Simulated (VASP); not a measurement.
Here is a VASP 6.6.1 calculation.

POSCAR

```
BN
1.0
    2.4982400000      0.0000000000      0.0000000000
   -1.2491200000      2.1635393048      0.0000000000
    0.0000000000      0.0000000000      6.6357000000
N B
2 2
Direct
    0.6666666667      0.3333333333      0.2500000000
    0.3333333333      0.6666666667      0.7500000000
    0.6666666667      0.3333333333      0.7500000000
    0.3333333333      0.6666666667      0.2500000000
```

File INCAR.step1:

```
ALGO = Normal
EDIFF = 1E-5
ENCUT = 520
GGA = PE
ISIF = 2
ISMEAR = 0
KPAR = 4
LASPH = T
LCHARG = F
LREAL = F
LWAVE = T
NELM = 100
PREC = Accurate
SIGMA = 0.02
```

File INCAR.step2:

```
ALGO = Normal
EDIFF = 1E-7
ENCUT = 520
GGA = PE
HFSCREEN = 0.3
ISIF = 2
ISMEAR = 0
ISTART = 1
KPAR = 4
LASPH = T
LCHARG = F
LHFCALC = T
LREAL = F
LWAVE = F
NELM = 100
PREC = Accurate
PRECFOCK = Fast
SIGMA = 0.02
```

KPOINTS

```
k-points
0
Gamma
  8 8 4
```

File KPOINTS_OPT:

```
path GMKGALHA,LM,KH
10
line-mode
reciprocal
 0.0000000000  0.0000000000  0.0000000000  G
 0.5000000000  0.0000000000  0.0000000000  M

 0.5000000000  0.0000000000  0.0000000000  M
 0.3333333333  0.3333333333  0.0000000000  K

 0.3333333333  0.3333333333  0.0000000000  K
 0.0000000000  0.0000000000  0.0000000000  G

 0.0000000000  0.0000000000  0.0000000000  G
 0.0000000000  0.0000000000  0.5000000000  A

 0.0000000000  0.0000000000  0.5000000000  A
 0.5000000000  0.0000000000  0.5000000000  L

 0.5000000000  0.0000000000  0.5000000000  L
 0.3333333333  0.3333333333  0.5000000000  H

 0.3333333333  0.3333333333  0.5000000000  H
 0.0000000000  0.0000000000  0.5000000000  A

 0.5000000000  0.0000000000  0.5000000000  L
 0.5000000000  0.0000000000  0.0000000000  M

 0.3333333333  0.3333333333  0.0000000000  K
 0.3333333333  0.3333333333  0.5000000000  H
```

Potentials or basis: VASP PAW PBE potentials, release 64 (N, B).

Run with:

```console
$ cat potpaw_PBE.64/N/POTCAR potpaw_PBE.64/B/POTCAR > POTCAR
$ cp INCAR.step1 INCAR
$ mpirun -np 4 vasp_std > vasp.out
$ cp INCAR.step2 INCAR
$ mpirun -np 4 vasp_std > vasp.out
```

Question: Estimate the band gap along the path.

Answer: 5.32 eV, indirect (least direct gap 5.82 eV).

Question: What does it give for the band gap on the k mesh?

Answer: 5.34 eV, indirect (least direct gap 5.83 eV).

Question: Predict the pressure.

Answer: 0.4 GPa.

Levels at the corners of the path, in eV from the valence-band top:
```
point  band 4  band 5  band 6  band 7  band 8  band 9  band 10  band 11  band 12
    Γ   -4.52   -1.59   -1.59   -1.55   -1.55    6.17    11.76    13.08    13.13
    M   -9.76   -4.64   -4.56   -1.57   -0.51    5.32     6.82    10.83    11.29
    M   -9.76   -4.64   -4.56   -1.57   -0.51    5.32     6.82    10.83    11.29
    K   -8.58   -7.94   -7.94   -0.11   -0.11    6.02     6.02    11.75    14.64
    K   -8.58   -7.94   -7.94   -0.11   -0.11    6.02     6.02    11.75    14.64
    Γ   -4.52   -1.59   -1.59   -1.55   -1.55    6.17    11.76    13.06    13.18
    Γ   -4.52   -1.59   -1.59   -1.55   -1.55    6.17    11.76    13.07    13.14
    A   -5.78   -1.57   -1.57   -1.57   -1.57    8.72     8.72    13.12    13.12
    A   -5.78   -1.57   -1.57   -1.57   -1.57    8.72     8.72    13.12    13.12
    L   -9.80   -4.60   -4.60   -1.02   -1.02    5.81     5.81    11.27    11.27
    L   -9.80   -4.60   -4.60   -1.02   -1.02    5.81     5.81    11.27    11.27
    H   -8.66   -7.95   -7.95   -0.04   -0.04    5.79     5.79    13.05    13.05
    H   -8.66   -7.95   -7.95   -0.04   -0.04    5.79     5.79    13.05    13.05
    A   -5.78   -1.57   -1.57   -1.57   -1.57    8.72     8.72    13.12    13.12
    L   -9.80   -4.60   -4.60   -1.02   -1.02    5.81     5.81    11.27    11.27
    M   -9.76   -4.64   -4.56   -1.57   -0.51    5.32     6.82    10.83    11.29
    K   -8.58   -7.94   -7.94   -0.11   -0.11    6.02     6.02    11.75    14.64
    H   -8.66   -7.95   -7.95   -0.04   -0.04    5.79     5.79    13.05    13.05
```

Caveat: the PAW data sets were made with another functional, which shifts forces and pressure a little.
